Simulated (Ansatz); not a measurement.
# Black arsenene monolayer in a perpendicular field, part 2 of 3

Aim: how the black arsenene monolayer screens a field along its normal, and what the field does to its bands. A positive field points along +c.

Ansatz 0.2.0; plane-wave DFT, PBE-D3(BJ), Ansatz PAW.

So far. Step 2 (Relaxing the slab): The lattice constant a goes from 4.750 to 4.512 Å.

### 3. Atoms held, field 0, start network

A sawtooth potential applies the field, turning back in the middle of the vacuum. With the dipole correction the typed value is the field outside the slab. The induced dipole is small, so the SCF threshold is tight.

The cell differs from the one that the last finished run ended in (c 35.980 → 20.405 Å).

input.yaml

```yaml
crystal:
  lattice:
    - [4.5122351152, 0.0, 0.0]
    - [0.0, 3.6975446651, 0.0]
    - [0.0, 0.0, 20.4047861748]
  atoms:
    - { symbol: As, position: [0.0628361455, 0.0, 0.4410729876] }
    - { symbol: As, position: [0.4372497759, 0.5, 0.4410736872] }
    - { symbol: As, position: [0.9371638545, 0.0, 0.5589270124] }
    - { symbol: As, position: [0.5627502241, 0.5, 0.5589263128] }
kpoints:
  mp_grid: { grid: [10, 12, 1] }
  band_path:
    path:
      - [0, 0, 0]
      - [0.5, 0, 0]
      - [0.5, 0.5, 0]
      - [0, 0, 0]
      - [0, 0.5, 0]
      - [0.5, 0.5, 0]
    npoints: 16
hamiltonian:
  xc: pbe
  dispersion: d3bj
scf:
  occupations: { method: fermi_dirac, width: 0.05 }
  convergence: { dr2_threshold: 1.0e-10 }
efield:
  axis: 3
  dipole_correction: true
  ramp_position: 0.97
  ramp_width: 0.06
  amplitude: 0
output:
  dos: { projected: true, e_range: [-6, 5] }
  bader: true
  write_potential: true
  write_density: true
  volumetric_format: npy
  elf: true
```

On the command line:

```bash
$ ansatz run input.yaml --threads 2 --pin off --max-ram 3072MiB --backend cpu --events-out ev --progress --plain --runs-dir out
```

Numbers of over 12 decimals in the logs are rounded to 6 here.

Log:

```text
[...]
Crystal: 4 atoms, lattice volume = 340.437 Å³
Basis set: ecut = 420 eV, 6655 PW (Γ)
Bands: 36, of which v1, the nominal top of the filled ones, is band 30 counted from 1 (29 counted from 0)
Symmetry: 2 space group operations
k-points: 42 of 120 (time reversal used)
[...]
SCF iter   1: F=—  HF=-19425.391664 eV  |F-HF|=—  |Δ(HF+E_count)|=         —  Δρ=1.07e-3  dr2=4.61e-3  ethr=1.77e-3  p=0.000 e·Å  D=1.73e-14 V/Å  ΔV_dip=-0.00 eV  dr2_dipole=8.55e-9  V_vac-E_F(+/−)=4.12/4.13 eV  ⟨swp⟩=7.0  Hψ=6363  notcnv=0
efield: sawtooth ramp at fractional position 0.9700 (set: `efield.ramp_position`, or a place that a band, a saddle search or an elastic batch's reference lends), width 0.0600; the density the first Hamiltonian is built on has a dipole p = 0.000 e·Å; the dipole correction subtracts the counter field D = 1.73e-14 V/Å, which shifts the + side's vacuum level by -0.00 eV against the − side's; the planar-averaged density in the ramp window peaks in size at 8.7e-6 e/Å³
[...]
SCF iter   2: F=—  HF=-19425.392921 eV  |F-HF|=—  |Δ(HF+E_count)|=   1.26e-3  Δρ=4.81e-4  dr2=5.69e-4  ethr=7.68e-6  p=-0.000 e·Å  D=-2.44e-5 V/Å  ΔV_dip=0.00 eV  dr2_dipole=5.82e-8  V_vac-E_F(+/−)=4.10/4.10 eV  ⟨swp⟩=2.2  Hψ=3266  notcnv=0  defer=26
[...]
SCF iter  10: F=-19425.393903 eV  HF=-19425.393903 eV  |F-HF|=7.64e-11  |Δ(HF+E_count)|=  1.60e-10  Δρ=7.30e-8  dr2=1.83e-11  ethr=1.00e-12  p=-0.000 e·Å  D=-5.57e-8 V/Å  ΔV_dip=0.00 eV  dr2_dipole=1.40e-15  V_vac-E_F(+/−)=4.04/4.04 eV  ⟨swp⟩=7.3  Hψ=4879  notcnv=0
SCF 1 converged in 10 iterations: F = -19425.393903 eV  dr2 = 1.83e-11
[...]
NSCF: frozen V_eff on 81 k-points
efield: sawtooth ramp at fractional position 0.9700 (kept from the solve that this one continues, or follows in the run), width 0.0600; the density the first Hamiltonian is built on has a dipole p = -0.000 e·Å; the dipole correction subtracts the counter field D = -5.57e-8 V/Å, which shifts the + side's vacuum level by +0.00 eV against the − side's; the planar-averaged density in the ramp window peaks in size at 3.0e-7 e/Å³
WARN: The output density's exchange-correlation potential varies sharply where the density is thin. Do not read a vacuum level from v_tot or v_xc, or from such a field of the output density. On a cell that repeats whose density bears no net charge and no dipole along the vacuum's axis use v_es (v_loc + v_h of the components); under efield.dipole_correction with no amplitude use v_es + v_field, which holds any externa [...]
SCF converged after 10 iterations
Free energy (F): -19425.393903 eV
[...]
Internal energy: -19425.393751 eV  (E = F + TS)
E sigma→0 (E₀):  -19425.393827 eV
Entropy (-TS):   -0.000152 eV (-0.038 meV/atom)
Fermi energy:    -0.332977 eV
Dipole field:    D = -0.000000 V/Å  (p = -0.000000 e·Å, saw-weighted, corrected)
Work function:   Φ+ = 4.0447 eV   Φ− = 4.0447 eV
Levels:          The Fermi level and band energies are counted from a zero that moves with the ramp; work functions are not
[...]
--- Band table (eV; the first three rows and the last of 42) ---
  k-point 0: bands = [... 26 lower, -3.7225, -2.5306, -2.0594, -0.8131, -0.0967, 1.3247, 1.9003, 2.6053, ... 2 higher]
  k-point 1: bands = [... 26 lower, -3.9281, -2.4831, -2.2732, -0.8748, -0.0309, 1.7853, 2.1813, 2.1991, ... 2 higher]
  k-point 2: bands = [... 26 lower, -4.3055, -2.6311, -2.3585, -1.0690, 0.1643, 1.3494, 2.3872, 2.8248, ... 2 higher]
  k-point 41: bands = [... 26 lower, -4.7864, -4.7859, -2.3592, -2.3582, 1.8935, 1.8949, 4.0114, 4.0116, ... 2 higher]
--- Bader charges: 4 sites ---
  site symbol  charge [e]  shift [e]
     0     As     -0.0001     0.0000
     1     As      0.0000     0.0000
     2     As      0.0000     0.0000
     3     As      0.0000     0.0000
  estimated error of the sums over rays = 2.2e-4 e
```

Wall time 2 min (2 threads of Arm Neoverse N1, shared host); peak memory 0.9 GiB; 4 min of CPU time.

Numbers from this step:

```yaml
energy_at_zero_smearing: -19425.3938 eV
dipole_along_the_normal: -1.77e-7 e·Å
gap_along_the_path: 0.3892 eV
smallest_direct_gap_along_the_path: 0.5200 eV
ionisation_energy_upper_face: 4.198 eV
electron_affinity_upper_face: 3.808 eV
gap_the_smaller_of_path_and_mesh: 0.3892 eV
```

Running mean over a fixed 2.7 Å (it still follows the layers) of the planar mean; the ramp of the sawtooth is left out. Table of electron's electrostatic potential energy less the Fermi level by z:

| z (Å) | electron's electrostatic potential energy less the Fermi level (eV) |
| --- | --- |
| 2.83 | 4.04 |
| 3.26 | 4.04 |
| 3.68 | 4.04 |
| 3.97 | 4.04 |
| 4.39 | 4.04 |
| 4.82 | 4.04 |
| 5.24 | 4.04 |
| 5.67 | 4.02 |
| 5.95 | 4.00 |
| 6.38 | 3.87 |
| 6.80 | 3.44 |
| 7.23 | 2.28 |
| 7.65 | 1.01 |
| 8.08 | -0.297 |
| 8.36 | -1.19 |
| 8.79 | -1.96 |
| 9.21 | -2.41 |
| 9.64 | -3.01 |
| 10.06 | -3.04 |
| 10.34 | -3.04 |
| 10.77 | -3.01 |
| 11.19 | -2.41 |
| 11.62 | -1.96 |
| 12.04 | -1.19 |
| 12.33 | -0.297 |
| 12.75 | 1.01 |
| 13.18 | 2.28 |
| 13.60 | 3.44 |
| 14.03 | 3.87 |
| 14.45 | 4.00 |
| 14.74 | 4.02 |
| 15.16 | 4.04 |
| 15.59 | 4.04 |
| 16.01 | 4.04 |
| 16.44 | 4.04 |
| 16.72 | 4.04 |
| 17.15 | 4.04 |
| 17.57 | 4.04 |

The density of states has structure finer than the step of the table below, so its rows give means over 0.25 eV, whole bins alone (the curve runs from -6 to 2.22 eV). Peaks (eV: height): -4.290: 4.29, -2.200: 4.62, -2.030: 4.22, -1.370: 3.82, 1.420: 3.80, 1.910: 4.70, 2.160: 4.74.

Table of density of states by energy, zero at the Fermi level of the run, which the smearing sets inside the gap; means over each step:

| energy (eV) | density of states (states/eV a cell) |
| --- | --- |
| -5.75 | 0 |
| -5.50 | 1.35 |
| -5.25 | 1.50 |
| -5.00 | 1.84 |
| -4.75 | 2.23 |
| -4.50 | 2.86 |
| -4.25 | 3.67 |
| -4.00 | 2.41 |
| -3.75 | 1.88 |
| -3.50 | 2.39 |
| -3.25 | 2.70 |
| -3.00 | 2.45 |
| -2.75 | 2.48 |
| -2.50 | 2.57 |
| -2.25 | 3.62 |
| -2.00 | 3.47 |
| -1.75 | 2.93 |
| -1.50 | 2.91 |
| -1.25 | 1.96 |
| -1.00 | 1.28 |
| -0.75 | 0.995 |
| -0.50 | 0.494 |
| -0.25 | 0.0483 |
| 0.00 | 0 |
| 0.25 | 0.152 |
| 0.50 | 0.741 |
| 0.75 | 2.24 |
| 1.00 | 2.45 |
| 1.25 | 2.81 |
| 1.50 | 3.03 |
| 1.75 | 2.49 |
| 2.00 | 4.16 |

Projected DOS per atom over height of the atomic layer and energy from the Fermi level. Layers: As2 As2 from below.

Values in states/eV, 22 rows by 2 columns, each cell a mean:
```
0.95 0.95
0.60 0.60
0.71 0.71
0.60 0.60
0.29 0.29
0.03 0.03
0.01 0.01
0.15 0.15
0.29 0.29
0.56 0.56
0.70 0.70
0.89 0.89
0.70 0.70
0.60 0.60
0.65 0.65
0.55 0.55
0.55 0.55
0.87 0.87
0.57 0.57
0.42 0.42
0.34 0.34
0.01 0.01
```
Columns: height of the atomic layer (Å) from 9.00 to 11.4; rows upwards: energy from the Fermi level (eV) from -5.96 to 2.23.

Electronic bands along the path, in eV, zero at the Fermi level of the run, which the smearing sets inside the gap:

| point | band 27 | band 28 | band 29 | band 30 | band 31 | band 32 | band 33 | band 34 |
| --- | --- | --- | --- | --- | --- | --- | --- | --- |
| Γ | -3.39 | -2.20 | -1.73 | -0.48 | 0.24 | 1.66 | 2.23 | 2.94 |
| halfway | -3.06 | -1.74 | -1.66 | -0.95 | 1.01 | 1.16 | 2.01 | 2.22 |
| X | -2.26 | -2.25 | -1.05 | -1.05 | 1.09 | 1.09 | 2.24 | 2.24 |
| halfway | -3.18 | -3.18 | -1.81 | -1.81 | 2.26 | 2.26 | 3.04 | 3.04 |
| S | -4.45 | -4.45 | -2.03 | -2.03 | 2.23 | 2.23 | 4.34 | 4.34 |
| halfway | -3.48 | -2.26 | -2.00 | -1.40 | 1.14 | 1.50 | 1.97 | 3.62 |
| Γ | -3.39 | -2.20 | -1.73 | -0.48 | 0.24 | 1.66 | 2.23 | 2.94 |
| halfway | -3.77 | -2.49 | -1.90 | -1.07 | 0.81 | 0.87 | 2.21 | 2.82 |
| Y | -2.64 | -2.63 | -2.31 | -2.31 | 0.79 | 0.79 | 1.16 | 1.17 |
| halfway | -3.69 | -3.69 | -2.01 | -2.01 | 1.72 | 1.72 | 2.61 | 2.61 |
| S | -4.45 | -4.45 | -2.03 | -2.03 | 2.23 | 2.23 | 4.34 | 4.34 |

Valence density in the ca plane at fractional y = 0.000, with atoms of As within 0.2 Å of it. It is the smooth field of the valence electrons, not physical close to the nuclei.

Values in e/Å³, 7 rows by 16 columns, each cell a mean:
```
 0  0  0  0  0  0  0  0  2  1  4 14  0  0  0  0
 0  0  0  0  0  0  0  0  0  0  1  1  0  0  0  0
 0  0  0  0  0  0  0  0  0  0  0  0  0  0  0  0
 0  0  0  0  0  0  0  0  0  0  0  0  0  0  0  0
 0  0  0  0  0  0  0  0  0  0  0  0  0  0  0  0
 0  0  0  0  0  0  0  0  4  1  0  0  0  0  0  0
 0  0  0  0  0  0  0  0 14  4  2  5  0  0  0  0
```
Columns run along c (16.0 Å, from fractional 0.02 to 0.80 of the cell), rows up along a (4.5 Å). Atoms in or near the plane, at fractional coordinates: As at (0.44, 0.06), As at (0.56, 0.94).

Electrostatic potential energy in the ca plane at fractional y = 0.000, with atoms of As within 0.2 Å of it. With pseudopotentials it is smooth inside the atoms' cores, unlike the true potential.

Ten even steps from '0' (-16 eV) to '9' (4 eV), each cell a mean:
```
99999999999999999999860230250599327999999999
99999999999999999999985224661276038999999999
99999999999999999999998878885100268999999999
99999999999999999999999999988655789999999999
99999999999999999999999999999888899999999999
99999999999999999999999999999999999999999999
99999999999999999999999889999999999999999999
99999999999999999999988777899999999999999999
99999999999999999999874213689888999999999999
99999999999999999999850230277656799999999999
99999999999999999999722995055100279999999999
99999999999999999999822995051287048999999999
```
Columns run along c (16.0 Å, from fractional 0.02 to 0.80 of the cell; values clipped at the 3rd and 97th percentile), rows up along a (4.5 Å). Atoms in or near the plane, at fractional coordinates: As at (0.44, 0.06), As at (0.56, 0.94).

ELF in the ca plane at fractional y = 0.000, with atoms of As within 0.2 Å of it. It is the smooth field of the valence electrons, not physical close to the nuclei.

Ten even steps from '0' (0.00) to '9' (0.87), each cell a mean:
```
00000000000000000148999766786323699741000000
00000000000000000025899987666423677520000000
00000000000000000001357764345555654200000000
00000000000000000000011111113455421000000000
00000000000000000000000000001232210000000000
00000000000000000000000000000111000000000000
00000000000000000000001121100000000000000000
00000000000000000000013444210000000000000000
00000000000000000001245555421234431000000000
00000000000000000013676545555678986310000000
00000000000000000136886323677778999741000000
00000000000000000258997324787535899852000000
```
Columns run along c (16.0 Å, from fractional 0.02 to 0.80 of the cell), rows up along a (4.5 Å). Atoms in or near the plane, at fractional coordinates: As at (0.44, 0.06), As at (0.56, 0.94).

The gap is 0.39 eV, with the valence edge 4.20 eV and the conduction edge 3.81 eV under the upper vacuum level.

### 4. Atoms held, field 0.1 V/Å

input.yaml: that of step 3 with these lines changed.

```diff
@@ -30,8 +30,6 @@
   dipole_correction: true
-  ramp_position: 0.97
-  ramp_width: 0.06
-  amplitude: 0
+  ramp_position: 0.9456
+  ramp_width: 0.1088
+  amplitude: 0.1
 output:
-  dos: { projected: true, e_range: [-6, 5] }
-  bader: true
   write_potential: true
@@ -39,2 +37 @@
   volumetric_format: npy
-  elf: true
```

Log:

```text
[...]
Crystal: 4 atoms, lattice volume = 340.437 Å³
Basis set: ecut = 420 eV, 6655 PW (Γ)
Bands: 36, of which v1, the nominal top of the filled ones, is band 30 counted from 1 (29 counted from 0)
Symmetry: 2 space group operations
k-points: 42 of 120 (time reversal used)
[...]
k-point 0: bands = [... 26 lower, -3.7231, -2.5311, -2.0599, -0.8136, -0.0978, 1.3241, 1.8998, 2.6048, ... 2 higher]
  k-point 1: bands = [... 26 lower, -3.9286, -2.4836, -2.2736, -0.8753, -0.0321, 1.7847, 2.1808, 2.1986, ... 2 higher]
  k-point 2: bands = [... 26 lower, -4.3060, -2.6316, -2.3590, -1.0695, 0.1631, 1.3489, 2.3867, 2.8243, ... 2 higher]
  k-point 41: bands = [... 26 lower, -4.7869, -4.7864, -2.3597, -2.3587, 1.8928, 1.8942, 4.0108, 4.0111, ... 2 higher]
[key lines of the parts left out:]
SCF converged after 11 iterations
Free energy (F): -19425.396221 eV
Fermi energy:    -0.333807 eV
Dipole field:    D = 0.024645 V/Å  (p = 0.046367 e·Å, saw-weighted, corrected)
```

It took 80 s on 2 threads; peak memory 0.81 GiB.

The dipole is 0.0464 e·Å, and the gap 0.389 eV.

### 5. Single point, field -0.1 V/Å

input.yaml: that of step 4 with these lines changed.

```diff
@@ -32,3 +32,3 @@
   ramp_width: 0.1088
-  amplitude: 0.1
+  amplitude: -0.1
 output:
```

Log:

```text
[...]
Crystal: 4 atoms, lattice volume = 340.437 Å³
Basis set: ecut = 420 eV, 6655 PW (Γ)
Bands: 36, of which v1, the nominal top of the filled ones, is band 30 counted from 1 (29 counted from 0)
Symmetry: 2 space group operations
k-points: 42 of 120 (time reversal used)
[...]
k-point 0: bands = [... 26 lower, -3.7231, -2.5311, -2.0599, -0.8136, -0.0978, 1.3241, 1.8998, 2.6048, ... 2 higher]
  k-point 1: bands = [... 26 lower, -3.9286, -2.4836, -2.2736, -0.8753, -0.0321, 1.7847, 2.1808, 2.1986, ... 2 higher]
  k-point 2: bands = [... 26 lower, -4.3060, -2.6316, -2.3590, -1.0695, 0.1631, 1.3489, 2.3867, 2.8243, ... 2 higher]
  k-point 41: bands = [... 26 lower, -4.7869, -4.7864, -2.3597, -2.3587, 1.8928, 1.8942, 4.0108, 4.0111, ... 2 higher]
[key lines of the parts left out:]
SCF converged after 11 iterations
Free energy (F): -19425.396221 eV
Fermi energy:    -0.333807 eV
Dipole field:    D = -0.024645 V/Å  (p = -0.046367 e·Å, saw-weighted, corrected)
```

The job ended after 81 s (2 threads; peak memory 0.81 GiB; 2.7 min of CPU time).

The dipole is -0.0464 e·Å, and the gap 0.389 eV.

### 6. Atoms held, field 0.2 V/Å

input.yaml: that of step 5 with these lines changed.

```diff
@@ -32,3 +32,3 @@
   ramp_width: 0.1088
-  amplitude: -0.1
+  amplitude: 0.2
 output:
```

Log:

```text
[...]
Crystal: 4 atoms, lattice volume = 340.437 Å³
Basis set: ecut = 420 eV, 6655 PW (Γ)
Bands: 36, of which v1, the nominal top of the filled ones, is band 30 counted from 1 (29 counted from 0)
Symmetry: 2 space group operations
k-points: 42 of 120 (time reversal used)
[...]
k-point 0: bands = [... 26 lower, -3.7246, -2.5327, -2.0614, -0.8151, -0.1014, 1.3225, 1.8984, 2.6032, ... 2 higher]
  k-point 1: bands = [... 26 lower, -3.9302, -2.4852, -2.2751, -0.8768, -0.0356, 1.7830, 2.1794, 2.1969, ... 2 higher]
  k-point 2: bands = [... 26 lower, -4.3076, -2.6331, -2.3605, -1.0710, 0.1596, 1.3473, 2.3851, 2.8228, ... 2 higher]
  k-point 41: bands = [... 26 lower, -4.7884, -4.7879, -2.3612, -2.3602, 1.8909, 1.8923, 4.0092, 4.0094, ... 2 higher]
[key lines of the parts left out:]
SCF converged after 11 iterations
Free energy (F): -19425.403176 eV
Fermi energy:    -0.336326 eV
Dipole field:    D = 0.049300 V/Å  (p = 0.092751 e·Å, saw-weighted, corrected)
```

Run time: 83 s. Hardware: 2 threads; peak memory 0.81 GiB.

The dipole is 0.0928 e·Å, and the gap 0.387 eV.

### 7. Single point, field -0.2 V/Å

input.yaml: that of step 6 with these lines changed.

```diff
@@ -32,3 +32,3 @@
   ramp_width: 0.1088
-  amplitude: 0.2
+  amplitude: -0.2
 output:
```

Log:

```text
[...]
Crystal: 4 atoms, lattice volume = 340.437 Å³
Basis set: ecut = 420 eV, 6655 PW (Γ)
Bands: 36, of which v1, the nominal top of the filled ones, is band 30 counted from 1 (29 counted from 0)
Symmetry: 2 space group operations
k-points: 42 of 120 (time reversal used)
[...]
k-point 0: bands = [... 26 lower, -3.7246, -2.5327, -2.0614, -0.8151, -0.1014, 1.3225, 1.8984, 2.6032, ... 2 higher]
  k-point 1: bands = [... 26 lower, -3.9302, -2.4852, -2.2751, -0.8768, -0.0356, 1.7830, 2.1794, 2.1969, ... 2 higher]
  k-point 2: bands = [... 26 lower, -4.3076, -2.6331, -2.3605, -1.0710, 0.1596, 1.3473, 2.3851, 2.8228, ... 2 higher]
  k-point 41: bands = [... 26 lower, -4.7884, -4.7879, -2.3612, -2.3602, 1.8909, 1.8923, 4.0092, 4.0094, ... 2 higher]
[key lines of the parts left out:]
SCF converged after 11 iterations
Free energy (F): -19425.403176 eV
Fermi energy:    -0.336326 eV
Dipole field:    D = -0.049300 V/Å  (p = -0.092751 e·Å, saw-weighted, corrected)
```

It took 83 s on 2 threads; peak memory 0.81 GiB; 2.8 min of CPU time.

The dipole is -0.0928 e·Å, and the gap 0.387 eV.

### 8. Atoms held, field 0.35 V/Å

input.yaml: that of step 7 with these lines changed.

```diff
@@ -30,6 +30,8 @@
   dipole_correction: true
-  ramp_position: 0.9456
-  ramp_width: 0.1088
-  amplitude: -0.2
+  ramp_position: 0.9169
+  ramp_width: 0.1662
+  amplitude: 0.35
 output:
+  dos: { projected: true, e_range: [-6, 5] }
+  bader: true
   write_potential: true
@@ -37 +39,2 @@
   volumetric_format: npy
+  elf: true
```

Log:

```text
[...]
Crystal: 4 atoms, lattice volume = 340.437 Å³
Basis set: ecut = 420 eV, 6655 PW (Γ)
Bands: 36, of which v1, the nominal top of the filled ones, is band 30 counted from 1 (29 counted from 0)
Symmetry: 2 space group operations
k-points: 42 of 120 (time reversal used)
[...]
k-point 2: bands = [... 26 lower, -4.3119, -2.6372, -2.3649, -1.0751, 0.1498, 1.3427, 2.3805, 2.6602, ... 2 higher]
  k-point 41: bands = [... 26 lower, -4.7925, -4.7919, -2.3654, -2.3644, 1.8856, 1.8870, 4.0047, 4.0049, ... 2 higher]
--- Bader charges: 4 sites ---
  site symbol  charge [e]  shift [e]
     0     As     -0.0189     0.0000
     1     As     -0.0188     0.0000
     2     As      0.0188     0.0000
     3     As      0.0189     0.0000
  estimated error of the sums over rays = 3.3e-4 e
[key lines of the parts left out:]
SCF converged after 11 iterations
Free energy (F): -19425.422311 eV
Fermi energy:    -0.343406 eV
Dipole field:    D = 0.086319 V/Å  (p = 0.162398 e·Å, saw-weighted, corrected)
```

Wall time 2.1 min (2 threads); peak memory 0.88 GiB; 4.1 min of CPU time.

The dipole is 0.162 e·Å, and the gap 0.381 eV.

[end of part 2 of 3]

[Logs are printed without paths, hosts, clocks, repeated set-up lines and the standing remarks that a program may print on its own settings, such as how far it seeks lower states.]

[Hosts, paths, dates, database ids (printed as entryN), source tags and the programs' standing remarks are cut or masked in the printed files.]

[Maps of the electrostatic potential energy from Ansatz leave out the sawtooth potential of an applied field or a dipole correction, so their vacuum need not be flat; planar profiles and work functions include it.]
